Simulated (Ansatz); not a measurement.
This run works on a generated trial structure, not on a known crystal.

Input and command of a plane-wave DFT calculation in Ansatz:

```yaml
crystal:
  lattice:
    - [3.8424658172, 0.0, 0.0]
    - [-1.9212329086, 3.3276730109, 0.0]
    - [0.0, 0.0, 3.2276708568]
  atoms:
    - { symbol: Si, position: [0.3333333333, 0.6666666667, 0.8812576062] }
    - { symbol: Si, position: [0.6666666667, 0.3333333333, 0.1187423938] }
basis:
  ecutwfc: 420
kpoints:
  mp_grid: { grid: [18, 18, 18] }
hamiltonian:
  xc: pbe
  dispersion: d3bj
scf:
  occupations: { method: gaussian, width: 0.1 }
output:
  forces: true
  stress: true
  eigenvalues: true
relax:
  adjacent_minimum: "off"
  f_tol: 0.01
  max_steps: 80
  cell: { stress_tol: 0.05 }
```

```bash
ansatz run input.yaml --threads 1 --pin off --max-ram 2048MiB --backend cpu --events-out ev --progress --plain --runs-dir out
```

Processor: AMD EPYC 7R43 64-Core Processor (Zen 3), 1 thread, on a host shared with other jobs.

**Question.** How long does it run, and how much memory does it take?

**Answer.** About 80 s, peak memory 0.57 GiB. It solves 8 bands at 586 k points (after reduction by symmetry) with about 827 plane waves (on the last cell), in 18 SCF iterations over 4 ionic steps.
